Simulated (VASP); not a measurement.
# As (Pm-3m) in VASP: a series of runs, part 2 of 2

VASP 6.6.1. Earlier steps stand in the parts before.

**3. Relaxation of cell and atoms, RPBE**

Contents of INCAR:

```
SYSTEM = As
PREC = Accurate
ENCUT = 600
EDIFF = 1E-6
ISMEAR = -1
SIGMA = 0.05
LREAL = .False.
LASPH = .True.
NELM = 60
ALGO = Fast
ISIF = 3
LWAVE = .False.
LCHARG = .False.
GGA = RP
IBRION = 2
NSW = 40
EDIFFG = -0.01
```

Contents of KPOINTS:

```
Automatic mesh
0
Gamma
  10 10 10
  0 0 0
```

Contents of POSCAR:

```
As
1.0
    2.7036817444      0.0000000000      0.0000000000
    0.0000000000      2.7036817444      0.0000000000
    0.0000000000      0.0000000000      2.7036817444
As
1
Direct
    0.5000000000      0.5000000000      0.5000000000
```

Potentials or basis: VASP PAW PBE potentials, release 64 (As).

The run is started by

```
$ cat potpaw_PBE.64/As/POTCAR > POTCAR
$ mpirun -np 1 vasp_std > vasp.out
```

OUTCAR:

```text
SYSTEM = As
   PREC = Accurate
   ENCUT = 600
   EDIFF = 1E-6
   ISMEAR = -1
   LREAL = .False.
   LASPH = .True.
   NELM = 60
   ISIF = 3
   GGA = RP
   IBRION = 2
   NSW = 40
   EDIFFG = -0.01

 ion  position               nearest neighbor table
   1  0.500  0.500  0.500-

  LATTYP: Found a simple cubic cell.
 ALAT       =     2.7036817444

  Lattice vectors:

 A1 = (   2.7036817444,   0.0000000000,   0.0000000000)
 A2 = (   0.0000000000,   2.7036817444,   0.0000000000)
 A3 = (   0.0000000000,   0.0000000000,   2.7036817444)

Analysis of symmetry for initial positions (statically):
=====================================================================
 Subroutine PRICEL returns:
 Original cell was already a primitive cell.

 Routine SETGRP: Setting up the symmetry group for a
 simple cubic supercell.

 Subroutine GETGRP returns: Found 48 space group operations
 (whereof 48 operations were pure point group operations)
 out of a pool of 48 trial point group operations.

[... 166 lines left out ...]

  FORCE on cell =-STRESS in cart. coord.  units (eV):
  Direction    XX          YY          ZZ          XY          YZ          ZX
  --------------------------------------------------------------------------------------
  -------------------------------------------------------------------------------------
  Total        0.4897059      0.4897059      0.4897059      0.0000000      0.0000000     -0.0000000
  in kB       39.6989655     39.6989655     39.6989655      0.0000000      0.0000000     -0.0000000
  external PRESSURE =      39.6989655 kB  Pullay stress =       0.0000000 kB
[... 57 lines left out ...]
--------------------------------------- Ionic step        3  -------------------------------------------

 number of electron       5.0000000 magnetization

 Free energy of the ion-electron system (eV)
  ---------------------------------------------------
  ext. energy  EPLUGINS =         0.00000000
  ---------------------------------------------------
  free energy    TOTEN  =        -4.18720310 eV

  energy without entropy =       -4.18506398  energy(sigma->0) =       -4.18613354

 E-fermi :   5.4648     XC(G=0): -10.1644

 val. band max:        5.4073186003   @ k =   0.3000   0.3000   0.3000
 cond. band min:       5.5166551275   @ k =   0.2000   0.2000   0.0000
 fundamental gap:      0.1093365272
 Fermi energy:         5.4648097731

 k-point     1 :       0.0000    0.0000    0.0000
  band No.  band energies     occupation
      1      -9.0407      2.00000
      2       9.5002      0.00000
      3       9.5002      0.00000
      4       9.5002      0.00000
      5      13.9180      0.00000
      6      13.9180      0.00000
[... 199 lines left out ...]
 k-point    24 :       0.3000    0.1000    0.1000
  band No.  band energies     occupation
      1      -7.1887      2.00000
      2       2.2674      2.00000
      3       8.8438      0.00000
      4       9.2773      0.00000
      5      17.7467      0.00000
      6      17.7846      0.00000

 [... further k-points ...]
[... 5 lines left out ...]
  --------------------------------------------------------------------------------------
  -------------------------------------------------------------------------------------
  Total        0.0020350      0.0020350      0.0020350     -0.0000000     -0.0000000      0.0000000
  in kB        0.1573961      0.1573961      0.1573961     -0.0000000     -0.0000000      0.0000000
  external PRESSURE =       0.1573961 kB  Pullay stress =       0.0000000 kB
[... 16 lines left out ...]
  FREE ENERGIE OF THE ION-ELECTRON SYSTEM (eV)
  ---------------------------------------------------
  free  energy   TOTEN  =        -4.1872030965 eV

  energy  without entropy=       -4.1850639770  energy(sigma->0) =       -4.18613354

 reached required accuracy - stopping structural energy minimisation
```

OSZICAR:

```text
N       E                     dE             d eps       ncg     rms          rms(c)
DAV:   1     0.125157728356E+02    0.12516E+02   -0.23498E+03   678   0.705E+02
DAV:   2    -0.390536013227E+01   -0.16421E+02   -0.15852E+02   942   0.846E+01
DAV:   3    -0.416463129031E+01   -0.25927E+00   -0.24411E+00   780   0.141E+01
[... 22 lines left out ...]
DAV:   1    -0.419072816331E+01   -0.60969E-02   -0.11934E-01   684   0.217E+00    0.299E-01
RMM:   2    -0.418832091529E+01    0.24072E-02   -0.12680E-03   672   0.336E-01    0.164E-01
RMM:   3    -0.418719183710E+01    0.11291E-02   -0.19142E-03   673   0.315E-01    0.351E-02
RMM:   4    -0.418720213528E+01   -0.10298E-04   -0.99199E-05   672   0.100E-01    0.387E-02
RMM:   5    -0.418720309649E+01   -0.96121E-06   -0.90763E-06   663   0.285E-02
   3 F= -.41872031E+01 E0= -.41861335E+01  d E =-.113071E-01
```

CONTCAR:

```text
As
   1.00000000000000
     2.7463670478664133    0.0000000000000000   -0.0000000000000000
     0.0000000000000000    2.7463670478664133    0.0000000000000000
     0.0000000000000000    0.0000000000000000    2.7463670478664133
  As
     1
Direct
     0.5000000000000000    0.5000000000000000    0.5000000000000000

  0.00000000E+00  0.00000000E+00  0.00000000E+00
```

Wall time 14 s (1 thread of Intel Xeon Platinum 8259CL at 2.50GHz (Skylake/Cascade Lake), shared host); peak memory 0.14 GiB.

What came out:

* Free energy: -4.1872 eV
* Relaxed volume: 20.71 Å³/atom
* Relaxed cell: a = 2.746 Å, b = 2.746 Å, c = 2.746 Å, α = 90.00°, β = 90.00°, γ = 90.00°
* Space group after relaxing (to 0.05 Å): Pm-3m (No. 221)
* Energy gained by relaxing: 11.3 meV/atom
* Ionic steps: 3
* Pressure after relaxing: 0.0 GPa
* Band gap on the k mesh: none (metal or under the smearing width)

The path:
| step | energy change (eV) | largest force (eV/Å) | pressure (GPa) | volume (Å³) |
| --- | --- | --- | --- | --- |
| 1 | 0.0000 | 0.0000 | 3.97 | 19.76 |
| 2 | -0.0087 | 0.0000 | -1.67 | 21.20 |
| 3 | -0.0113 | 0.0000 | 0.02 | 20.71 |

Final structure:
```
As
1.0
     2.74637    0.00000    0.00000
     0.00000    2.74637    0.00000
     0.00000    0.00000    2.74637
As
1
Direct
  0.50000 0.50000 0.50000
```

Caveat: the PAW data sets were made with another functional, which shifts forces and pressure a little.

**4. Relaxation of cell and atoms, revPBE**

Changes to INCAR since step 3:

```diff
@@ -13,3 +13,3 @@
 LCHARG = .False.
-GGA = RP
+GGA = RE
 IBRION = 2
```

KPOINTS is that of step 3.

POSCAR is that of step 3.

The run is started by

```
$ cat potpaw_PBE.64/As/POTCAR > POTCAR
$ mpirun -np 1 vasp_std > vasp.out
```

Run time: 16 s. Hardware: 1 thread of Intel Xeon Platinum 8259CL at 2.50GHz (Skylake/Cascade Lake), shared host; peak memory 0.14 GiB.

The run converged. Its results:

```yaml
Free_energy: -4.2422 eV
Relaxed_volume: 20.60 Å³/atom
Relaxed_cell: a = 2.741 Å, b = 2.741 Å, c = 2.741 Å, α = 90.00°, β = 90.00°, γ = 90.00°
Space_group_after_relaxing_to_0.05_Å: Pm-3m (No. 221)
Energy_gained_by_relaxing: 8.8 meV/atom
Ionic_steps: 3
Pressure_after_relaxing: 0.0 GPa
Band_gap_on_the_k_mesh: none (metal or under the smearing width)
```

The path:
```tsv
step	energy change (eV)	largest force (eV/Å)	pressure (GPa)	volume (Å³)
1	0.0000	0.0000	3.52	19.76
2	-0.0067	0.0000	-1.55	21.03
3	-0.0088	0.0000	0.01	20.60
```

Final structure:
```yaml
crystal:
  lattice:
    - [2.74121, 0.00000, 0.00000]
    - [0.00000, 2.74121, 0.00000]
    - [0.00000, 0.00000, 2.74121]
  atoms:
    - { symbol: As, position: [0.50000, 0.50000, 0.50000] }
```

Levels at points of the mesh, in eV from the Fermi level:
```
           k point  band 1  band 2  band 3  band 4  band 5  band 6
(0.00, 0.00, 0.00)  -14.56    4.05    4.05    4.05    8.47    8.47
(0.50, 0.00, 0.00)  -11.59   -6.56    6.21    6.21   11.04   13.99
(0.50, 0.50, 0.00)   -8.50   -4.02   -4.02    2.76    8.24   16.02
(0.50, 0.50, 0.50)   -5.13   -1.71   -1.71   -1.71    6.05    6.05
```

Caveat: the PAW data sets were made with another functional, which shifts forces and pressure a little.

**5. The reference run**

An earlier run on the cell as given: functional PBE; potentials or basis VASP PAW PBE potentials, release 64 (As); cutoff 520 eV; k mesh 10 × 10 × 10; occupations fermi-dirac, width 0.05 eV; no spin polarisation.

* Pressure: 2.4 GPa
* Band gap on the k mesh: none (metal or under the smearing width)

**6. Summary**

```csv
task,level,cell,cutoff (eV),gap on the mesh (eV),pressure (GPa),relaxed volume (Å³/atom)
relaxation of cell and atoms,PBEsol,relaxed,600,none,0.0,19.48
relaxation of cell and atoms,RPBE,relaxed,600,none,0.0,20.71
relaxation of cell and atoms,revPBE,relaxed,600,none,0.0,20.60
single point,PBE,as given,520,none,2.4,-
```

Alike in all rows: potentials or basis VASP PAW PBE potentials, release 64 (As); no spin polarisation; k mesh 10 × 10 × 10; smearing fermi-dirac 0.05 eV.

Caveats: the PAW data sets were made with another functional, which shifts forces and pressure a little (some runs).

Absolute energies hang on the potentials; compare differences alone.
